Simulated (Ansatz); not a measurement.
Crystal: CsPbCl3.

```
CELL_PARAMETERS angstrom
5.60500 0.00000 0.00000
0.00000 5.60500 0.00000
0.00000 0.00000 5.60500
ATOMIC_POSITIONS crystal
Pb 0.50000 0.50000 0.50000
Cs 0.00000 0.00000 0.00000
Cl 0.50000 0.00000 0.50000
Cl 0.00000 0.50000 0.50000
Cl 0.50000 0.50000 0.00000
```

Base run:

- Program: Ansatz 0.2.0
- Functional: r2SCAN
- Potentials or basis: Ansatz PAW
- Cutoff: 500 eV (not typed: the program's choice for these potentials)
- k mesh: 5 × 5 × 5
- Occupations: fermi-dirac, width 0.05 eV
- Spin: no spin polarisation

Its results: pressure 1.0 GPa.

Problem. The run is repeated on the same cell with these changes: functional from r2SCAN to PBE; cutoff from 500 eV (not typed: the program's choice for these potentials) to 420 eV (not typed: the program's choice for these potentials). What comes out?

Solution. Pressure 1.7 GPa.

Caveats: the PAW data sets come from PBE, with cores solved anew for the run's functional, which leaves a small shift of forces and pressure (some runs).
